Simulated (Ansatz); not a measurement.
# Ge (Fd-3m) in Ansatz: further runs

The runs below take Ge through relaxation of cell and atoms, single point, with revPBE, BLYP, PBE.

Everything below comes from runs of Ansatz 0.2.0. Logs are shortened: lines on timing, memory, paths and dates and some standing lists are left out, and cuts for length are marked.

**What was measured.**

“Electronic and optical properties of SixGe1-x-ySny alloys lattice-matched to Ge”, 2021, arxiv:2109.02782 reports, for a bulk crystal of Ge at 300 K: band gap 0.807 eV (direct).

How close the calculation comes is told below.

### 1 The crystal as given

Symmetry: Fd-3m, No. 227, cubic system. Conventional cell: a = 5.658 Å, b = 5.658 Å, c = 5.658 Å, α = 90.00°, β = 90.00°, γ = 90.00°. Around Ge (site symmetry -43m) lie 4 Ge at 2.45 Å.

### 2 Relaxation of cell and atoms, revPBE

File input.yaml:

```yaml
crystal:
  lattice:
    - [0.0, 2.82891, 2.82891]
    - [2.82891, 0.0, 2.82891]
    - [2.82891, 2.82891, 0.0]
  atoms:
    - { symbol: Ge, position: [0.75, 0.75, 0.75] }
    - { symbol: Ge, position: [0.5, 0.5, 0.5] }
hamiltonian:
  xc: revpbe
  pseudopotentials: { kind: paw }
kpoints:
  mp_grid: { grid: [8, 8, 8] }
scf:
  occupations: { method: fermi_dirac, width: 0.05 }
output:
  forces: true
  stress: true
relax:
  f_tol: 0.01
  max_steps: 40
  cell: { stress_tol: 0.05 }
```

Potentials or basis: Ansatz PAW.

The run is started by

```console
$ ansatz run input.yaml --threads 2 --pin off --max-ram 5632MiB --backend cpu --events-out ev --progress --plain --runs-dir out
```

The log of the run:

```text
Warning: RAYON_NUM_THREADS=2 ignored (pool sized by the plan → 2); use --threads N
Engine: ansatz 0.2.0, x86_64-unknown-linux-gnu
Pseudopotentials: kind: paw
Pseudopotential: Ge, paw, valence charge 14, recommended cutoff 420 eV (normal), Ge.paw.azcp
Functional definition: revPBE
  parameter kappa = 1.245
  parameter beta = 0.06672455060314922
  exchange = pbe_x(kappa = kappa, mu = beta*pi^2/3)
  correlation = pbe_c(beta = beta)
Crystal: 2 atoms, lattice volume = 45.278 Å³
Basis set: ecut = 420 eV, 893 PW (Γ), exchange–correlation on 54×54×54 points (8 copies of the dense FFT grid, shifted against one another)
Bands: 18, of which v1, the nominal top of the filled ones, is band 14 counted from 1 (13 counted from 0)
Symmetry: 48 space group operations
Space group: Fd-3m (ITA 227), of the structure as read, at distance tolerance 3.6e-5 Å
k-points: 29 of 512
Non-local potential: Ge, projectors of the file, l = 0: 2, l = 1: 2, l = 2: 3, l = 3: 1
PAW form: soft (Blöchl's): semilocal exchange-correlation on the pseudo side does not see the compensation charge
PAW frozen core: Ge, regenerated for the run's functional, and the local potential with it (the file was generated under x = pbe(κ = 0.804, μ = 0.2195149727645171), c = pbe(β = 0.06672455060314922))
PAW one-centre angular grid: Ge, 590 points (default); XC on 64 Gauss nodes
Initial density: superposition of atomic densities (neutral atoms: chi_scale 0, normalization atom), corrected by the library's trained network
Initial wavefunctions: pseudopotential atomic-orbital guess
Functional: x = revpbe(κ = 1.245, μ = 0.2195149727645171), c = pbe(β = 0.06672455060314922)
SCF iter   1: F=—  HF=-8598.075039 eV  |F-HF|=—  |Δ(HF+E_count)|=         —  Δρ=1.87e-3  dr2=6.45e-4  ethr=1.77e-3  ⟨swp⟩=6.0  Hψ=2495  notcnv=0
preconditioner: auto → Kerker (q_TF=auto, 2.518 Å⁻¹)  [metal: Δε(μ)=0.108 eV  Ē_g=23.497 eV  σ=0.050 eV  W_gap=0.47  n_scr=14 (ndim 8)  ℏωp=29.2 eV  f_vac=0.074  D(μ)=0.07/eV (n_scr^D=0)]
SCF iter   2: F=—  HF=-8598.074163 eV  |F-HF|=—  |Δ(HF+E_count)|=   8.76e-4  Δρ=6.53e-4  dr2=2.97e-4  ethr=2.30e-6  ⟨swp⟩=2.0  Hψ=1137  notcnv=0
SCF iter   3: F=—  HF=-8598.074094 eV  |F-HF|=—  |Δ(HF+E_count)|=   6.86e-5  Δρ=4.36e-4  dr2=1.51e-4  ethr=1.06e-6  ⟨swp⟩=2.0  Hψ=812  notcnv=0
SCF iter   4: F=—  HF=-8598.074112 eV  |F-HF|=—  |Δ(HF+E_count)|=   1.75e-5  Δρ=1.82e-4  dr2=9.26e-6  ethr=5.38e-7  ⟨swp⟩=2.0  Hψ=929  notcnv=0
SCF iter   5: F=—  HF=-8598.074117 eV  |F-HF|=—  |Δ(HF+E_count)|=   5.33e-6  Δρ=5.27e-5  dr2=1.82e-6  ethr=3.31e-8  ⟨swp⟩=2.0  Hψ=927  notcnv=0
SCF iter   6: F=-8598.074121 eV  HF=-8598.074121 eV  |F-HF|=2.26e-7  |Δ(HF+E_count)|=   3.89e-6  Δρ=1.45e-5  dr2=9.17e-8  ethr=3.57e-10  ⟨swp⟩=3.0  Hψ=2088  notcnv=0
SCF 1 converged in 6 iterations: F = -8598.074121 eV  dr2 = 9.17e-8
relax step   1: F+E_penalty+E_count = -8598.07412113 eV  Δ(F+E_penalty+E_count) = +0.000e0 eV  max|allowed force component| = 1.388e-17 eV/Å  Δτ_max = 0.0000 Å  P = +4.927 GPa  Ω = 45.278 Å³  (6 SCF iters, dr2 threshold 1.00e-7 eV, accepted)
Crystal: 2 atoms, lattice volume = 47.966 Å³
Basis set: ecut = 420 eV, 941 PW (Γ), exchange–correlation on 54×54×54 points (8 copies of the dense FFT grid, shifted against one another)
Initial density: handed on by an earlier stage of this run
Initial wavefunctions: those handed on with the density
iter 1 solved again at ethr=1.08e-5 eV; its pass at ethr=3.10e-3 eV (dr2=3.01e-3 eV) is discarded
SCF iter   1: F=—  HF=-8598.120775 eV  |F-HF|=—  |Δ(HF+E_count)|=         —  Δρ=2.40e-3  dr2=3.03e-3  ethr=1.08e-5  ⟨swp⟩=1.0  Hψ=2938  notcnv=0
preconditioner: auto → none  [insulator: Δε(μ)=0.311 eV  Ē_g=23.232 eV  σ=0.050 eV  W_gap=0.54  n_scr=14 (ndim 8)  ℏωp=28.4 eV  f_vac=0.106  D(μ)=0.11/eV (n_scr^D=0)  ε∞_Penn≈2.5]
SCF iter   2: F=—  HF=-8598.121530 eV  |F-HF|=—  |Δ(HF+E_count)|=   7.55e-4  Δρ=1.19e-3  dr2=6.94e-4  ethr=1.08e-5  ⟨swp⟩=1.7  Hψ=545  notcnv=0
SCF iter   3: F=—  HF=-8598.121974 eV  |F-HF|=—  |Δ(HF+E_count)|=   4.43e-4  Δρ=1.88e-4  dr2=7.30e-6  ethr=2.48e-6  ⟨swp⟩=2.0  Hψ=641  notcnv=0
SCF iter   4: F=—  HF=-8598.121991 eV  |F-HF|=—  |Δ(HF+E_count)|=   1.74e-5  Δρ=5.99e-5  dr2=1.32e-6  ethr=2.61e-8  ⟨swp⟩=2.0  Hψ=931  notcnv=0
SCF iter   5: F=-8598.121994 eV  HF=-8598.121994 eV  |F-HF|=2.06e-7  |Δ(HF+E_count)|=   2.89e-6  Δρ=1.35e-5  dr2=8.32e-8  ethr=7.14e-10  ⟨swp⟩=2.8  Hψ=2007  notcnv=0
SCF 2 converged in 5 iterations: F = -8598.121994 eV  dr2 = 8.32e-8
relax step   2: F+E_penalty+E_count = -8598.12199437 eV  Δ(F+E_penalty+E_count) = -4.787e-2 eV  max|allowed force component| = 8.731e-17 eV/Å  Δτ_max = 0.0000 Å  P = +0.997 GPa  Ω = 47.966 Å³  energy of the carried Pulay correction = -4.141e-4 eV  (5 SCF iters, dr2 threshold 2.00e-7 eV, accepted)
Crystal: 2 atoms, lattice volume = 48.700 Å³
iter 1 solved again at ethr=7.13e-7 eV; its pass at ethr=3.10e-3 eV (dr2=2.00e-4 eV) is discarded
SCF iter   1: F=—  HF=-8598.124303 eV  |F-HF|=—  |Δ(HF+E_count)|=         —  Δρ=6.25e-4  dr2=2.08e-4  ethr=7.13e-7  ⟨swp⟩=3.0  Hψ=3295  notcnv=0
preconditioner: auto → none  [insulator: Δε(μ)=0.304 eV  Ē_g=23.175 eV  σ=0.050 eV  W_gap=0.65  n_scr=14 (ndim 8)  ℏωp=28.2 eV  f_vac=0.099  D(μ)=0.13/eV (n_scr^D=0)  ε∞_Penn≈2.5]
SCF iter   2: F=—  HF=-8598.124348 eV  |F-HF|=—  |Δ(HF+E_count)|=   4.58e-5  Δρ=3.07e-4  dr2=4.70e-5  ethr=7.13e-7  ⟨swp⟩=1.6  Hψ=542  notcnv=0
SCF iter   3: F=—  HF=-8598.124398 eV  |F-HF|=—  |Δ(HF+E_count)|=   4.94e-5  Δρ=5.41e-5  dr2=6.15e-7  ethr=1.68e-7  ⟨swp⟩=2.0  Hψ=641  notcnv=0
SCF iter   4: F=-8598.124398 eV  HF=-8598.124398 eV  |F-HF|=1.83e-7  |Δ(HF+E_count)|=   7.36e-8  Δρ=1.71e-5  dr2=1.04e-7  ethr=7.14e-10  ⟨swp⟩=4.0  Hψ=1860  notcnv=0
SCF 3 converged in 4 iterations: F = -8598.124398 eV  dr2 = 1.04e-7
relax step   3: F+E_penalty+E_count = -8598.12439786 eV  Δ(F+E_penalty+E_count) = -2.403e-3 eV  max|allowed force component| = 6.476e-17 eV/Å  Δτ_max = 0.0000 Å  P = +0.111 GPa  Ω = 48.700 Å³  energy of the carried Pulay correction = -5.229e-4 eV  (4 SCF iters, dr2 threshold 2.00e-7 eV, accepted)
Crystal: 2 atoms, lattice volume = 48.793 Å³
iter 1 solved again at ethr=2.01e-8 eV; its pass at ethr=3.10e-3 eV (dr2=5.64e-6 eV) is discarded
SCF iter   1: F=—  HF=-8598.124394 eV  |F-HF|=—  |Δ(HF+E_count)|=         —  Δρ=8.26e-5  dr2=3.49e-6  ethr=2.01e-8  ⟨swp⟩=2.0  Hψ=2831  notcnv=0
preconditioner: auto → none  [insulator: Δε(μ)=0.303 eV  Ē_g=23.169 eV  σ=0.050 eV  W_gap=0.66  n_scr=14 (ndim 8)  ℏωp=28.1 eV  f_vac=0.097  D(μ)=0.13/eV (n_scr^D=0)  ε∞_Penn≈2.5]
SCF iter   2: F=—  HF=-8598.124417 eV  |F-HF|=—  |Δ(HF+E_count)|=   2.27e-5  Δρ=4.30e-5  dr2=8.96e-7  ethr=1.24e-8  ⟨swp⟩=1.8  Hψ=557  notcnv=0
SCF iter   3: F=-8598.124418 eV  HF=-8598.124418 eV  |F-HF|=1.24e-8  |Δ(HF+E_count)|=   9.05e-7  Δρ=4.05e-6  dr2=5.43e-9  ethr=1.09e-10  ⟨swp⟩=3.0  Hψ=2092  notcnv=0
SCF 4 converged in 3 iterations: F = -8598.124418 eV  dr2 = 5.43e-9
relax step   4: F+E_penalty+E_count = -8598.12441813 eV  Δ(F+E_penalty+E_count) = -2.028e-5 eV  max|allowed force component| = 9.078e-17 eV/Å  Δτ_max = 0.0000 Å  P = +0.004 GPa  Ω = 48.793 Å³  energy of the carried Pulay correction = -5.366e-4 eV  (3 SCF iters, dr2 threshold 3.06e-8 eV, accepted)
Basis set: ecut = 420 eV, 941 PW (Γ), exchange–correlation on 60×60×60 points (8 copies of the dense FFT grid, shifted against one another)
Initial wavefunctions: pseudopotential atomic-orbital guess (no wavefunctions were taken with the density)
iter 1 solved again at ethr=9.57e-7 eV; its pass at ethr=3.10e-3 eV (dr2=2.68e-4 eV) is discarded
SCF iter   1: F=—  HF=-8598.066766 eV  |F-HF|=—  |Δ(HF+E_count)|=         —  Δρ=1.91e-3  dr2=2.34e-4  ethr=9.57e-7  ⟨swp⟩=2.3  Hψ=3511  notcnv=0
preconditioner: auto → none  [insulator: Δε(μ)=0.302 eV  Ē_g=23.192 eV  σ=0.050 eV  W_gap=0.61  n_scr=14 (ndim 8)  ℏωp=28.1 eV  f_vac=0.095  D(μ)=0.12/eV (n_scr^D=0)  ε∞_Penn≈2.5]
SCF iter   2: F=—  HF=-8598.109221 eV  |F-HF|=—  |Δ(HF+E_count)|=   4.25e-2  Δρ=9.43e-4  dr2=2.65e-5  ethr=8.37e-7  ⟨swp⟩=2.2  Hψ=737  notcnv=0
SCF iter   3: F=—  HF=-8598.118962 eV  |F-HF|=—  |Δ(HF+E_count)|=   9.74e-3  Δρ=6.00e-4  dr2=2.28e-5  ethr=9.46e-8  ⟨swp⟩=3.1  Hψ=1000  notcnv=0
SCF iter   4: F=—  HF=-8598.124667 eV  |F-HF|=—  |Δ(HF+E_count)|=   5.70e-3  Δρ=1.67e-4  dr2=6.61e-6  ethr=8.14e-8  ⟨swp⟩=2.0  Hψ=644  notcnv=0
SCF iter   5: F=—  HF=-8598.125055 eV  |F-HF|=—  |Δ(HF+E_count)|=   3.88e-4  Δρ=1.48e-5  dr2=4.47e-8  ethr=2.36e-8  ⟨swp⟩=2.0  Hψ=931  notcnv=0
SCF iter   6: F=—  HF=-8598.125055 eV  |F-HF|=—  |Δ(HF+E_count)|=   1.14e-7  Δρ=2.23e-6  dr2=5.63e-9  ethr=1.60e-10  ⟨swp⟩=2.1  Hψ=643  notcnv=0
SCF iter   7: F=—  HF=-8598.125055 eV  |F-HF|=—  |Δ(HF+E_count)|=   9.18e-9  Δρ=9.32e-7  dr2=1.01e-9  ethr=2.01e-11  ⟨swp⟩=2.0  Hψ=641  notcnv=0
SCF iter   8: F=—  HF=-8598.125055 eV  |F-HF|=—  |Δ(HF+E_count)|=  8.40e-10  Δρ=1.61e-7  dr2=3.00e-11  ethr=3.60e-12  ⟨swp⟩=2.0  Hψ=641  notcnv=0
SCF iter   9: F=-8598.125055 eV  HF=-8598.125055 eV  |F-HF|=0.00e0  |Δ(HF+E_count)|=  1.09e-11  Δρ=5.39e-8  dr2=3.39e-12  ethr=1.00e-12  ⟨swp⟩=5.0  Hψ=1978  notcnv=0
SCF 5 converged in 9 iterations: F = -8598.125055 eV  dr2 = 3.39e-12
relax step   5: F+E_penalty+E_count = -8598.12505532 eV  Δ(F+E_penalty+E_count) = -6.372e-4 eV  max|allowed force component| = 1.203e-16 eV/Å  Δτ_max = 0.0000 Å  P = +0.021 GPa  Ω = 48.793 Å³  stress off target by 2.13e-2 GPa  SCF on the basis re-selected at this cell (its energy is not comparable with the rows above)  (9 SCF iters)
basis re-selected at this cell: Δ(F+E_penalty+E_count) = -6.372e-4 eV, ΔP = +0.017 GPa vs the last step (what re-selecting the basis moved, of the pressure what is left beyond the Pulay correction that the steps carried, after the strain that the cell walked since its last selection, with what the two solves' SCF thresholds leave and, on support functions, any second-order correction that the steps lacked; it is no measure of the basis error at this ecutwfc). The dense FFT grid was sized anew with the basis: this SCF ran on 30×30×30 points, the steps before it on 27×27×27, so part of this shift can come from that change (see relax.cell in the input reference). This SCF's stress stands 2.13e-2 GPa from its target on what of the cell is left free (relax.cell.stress_tol is 5.00e-2 GPa) and its largest allowed force component is 1.20e-16 eV/Å (relax.f_tol is 1.00e-2 eV/Å): within both
SCF converged after 9 iterations
Free energy (F): -8598.125055 eV
Harris-Foulkes:  -8598.125055 eV  (|F-HF|=0.00e0)
Internal energy: -8598.123960 eV  (E = F + TS)
E sigma→0 (E₀):  -8598.124508 eV
Entropy (-TS):   -0.001095 eV (-0.547 meV/atom)
Fermi energy:    7.667135 eV
--- Per-component energies (eV) ---
  E_band       = -319.109328
  E_kinetic    = 220.995054
  E_local      = -5046.870338  (includes V_loc(G=0)·N_el)
  E_nonlocal   = 835.483698
  E_hartree    = 2210.809615
  E_xc         = -150.403127
  E_vxc        = -127.831413  (∫ρ·V_xc dr)
  E_paw        = -4046.884895  (= ΣΔE_a)
  E_vpaw       = -622.506393  (= ΣTr[D̂ρ^β])
  E_aug_tail   = 0.000739  (compensation charges beyond the density's cutoff)
  E_ewald      = -2620.993611
  E_core_change = -0.261096  (= ΣΔE_core)
  E_smearing   = -0.001095  (= −TS)
  E_closure    = -0.000000  (closes the sum)
  Σ components = -8598.125055   (vs F -8598.125055, Δ=0.00e0)
--- Forces (eV/Å), atoms counted from 1 ---
  atom   1  Ge     0.00000000     0.00000000     0.00000000
  atom   2  Ge    -0.00000000    -0.00000000    -0.00000000
  max |Σ_I F_I| component: 1.50e-17 eV/Å
--- Stress (GPa, compression-positive) ---
        0.021267       0.000000       0.000000
       -0.000000       0.021267      -0.000000
        0.000000       0.000000       0.021267
  P = ⅓ Tr σ = 0.0213 GPa (0.213 kbar)
--- Relaxed structure (4 steps of the walk, 4 accepted, 1 SCFs on fresh bases) ---
  F+E_penalty+E_count = -8598.12505532 eV   max|allowed force component| = 1.203e-16 eV/Å   (the final SCF, on the basis selected at the relaxed cell)
  cell:  # Å, volume = 48.7930 Å³
    - [4.808757356045213e-34, 2.9002978922776306, 2.9002978922776306]
    - [2.9002978922776306, 1.5604576850742744e-34, 2.9002978922776306]
    - [2.9002978922776306, 2.9002978922776306, 4.522142679194837e-34]
  atoms:
    - { symbol: Ge, position: [0.75, 0.75, 0.75] }
    - { symbol: Ge, position: [0.49999999999999994, 0.49999999999999994, 0.49999999999999994] }
```

Wall time 16 s (2 threads of Intel Xeon at 2.50GHz (Skylake/Cascade Lake), shared host); peak memory 0.36 GiB.

What came out:

| Quantity | Value |
| --- | --- |
| Free energy | -8598.1251 eV |
| Relaxed volume | 24.40 Å³/atom |
| Relaxed cell | a = 4.102 Å, b = 4.102 Å, c = 4.102 Å, α = 60.00°, β = 60.00°, γ = 60.00° |
| Space group after relaxing (to 0.05 Å) | Fd-3m (No. 227) |
| Energy gained by relaxing | 25.5 meV/atom |
| Ionic steps | 5 |
| Pressure after relaxing | 0.0 GPa |

The path:
```csv
step,energy change (eV),largest force (eV/Å),volume (Å³)
1,0.0000,0.0000,45.28
2,-0.0479,0.0000,47.97
3,-0.0503,0.0000,48.70
4,-0.0503,0.0000,48.79
5,-0.0509,0.0000,48.79
```

Final structure:
```
CELL_PARAMETERS angstrom
0.00000 2.90030 2.90030
2.90030 0.00000 2.90030
2.90030 2.90030 0.00000
ATOMIC_POSITIONS crystal
Ge 0.75000 0.75000 0.75000
Ge 0.50000 0.50000 0.50000
```

Caveat: the plane-wave basis is chosen anew once the cell has moved, so the energies of steps on either side of that aren't comparable; the PAW data sets come from PBE, with cores solved anew for the run's functional, which leaves a small shift of forces and pressure.

### 3 Relaxation of cell and atoms, BLYP

input.yaml: that of step 2 with these lines changed.

```diff
@@ -9,3 +9,3 @@
 hamiltonian:
-  xc: revpbe
+  xc: blyp
   pseudopotentials: { kind: paw }
```

Potentials or basis: Ansatz PAW.

The run is started by

```console
$ ansatz run input.yaml --threads 2 --pin off --max-ram 5632MiB --backend cpu --events-out ev --progress --plain --runs-dir out
```

Wall time 16 s (2 threads of Intel Xeon at 2.50GHz (Skylake/Cascade Lake), shared host); peak memory 0.36 GiB.

Results (log left out):

| Property | Result |
| --- | --- |
| Free energy | -8610.4367 eV |
| Relaxed volume | 25.45 Å³/atom |
| Relaxed cell | a = 4.160 Å, b = 4.160 Å, c = 4.160 Å, α = 60.00°, β = 60.00°, γ = 60.00° |
| Space group after relaxing (to 0.05 Å) | Fd-3m (No. 227) |
| Energy gained by relaxing | 57.4 meV/atom |
| Ionic steps | 5 |
| Pressure after relaxing | 0.0 GPa |

The path:
```
step  energy change (eV)  largest force (eV/Å)  volume (Å³)
   1              0.0000                0.0000        45.28
   2             -0.1060                0.0000        49.31
   3             -0.1133                0.0000        50.58
   4             -0.1135                0.0000        50.89
   5             -0.1148                0.0000        50.89
```

Final structure:
```xyz
2
Lattice="0.0000 2.9413 2.9413 2.9413 0.0000 2.9413 2.9413 2.9413 0.0000" Properties=species:S:1:pos:R:3 pbc="T T T"
Ge    4.4120    4.4120    4.4120
Ge    2.9413    2.9413    2.9413
```

Caveat: the plane-wave basis is chosen anew once the cell has moved, so the energies of steps on either side of that aren't comparable; the volume moved by +12 % from the deposited cell, more than functionals usually miss; the PAW data sets come from PBE, with cores solved anew for the run's functional, which leaves a small shift of forces and pressure.

(Continued in part 2 of 2.)
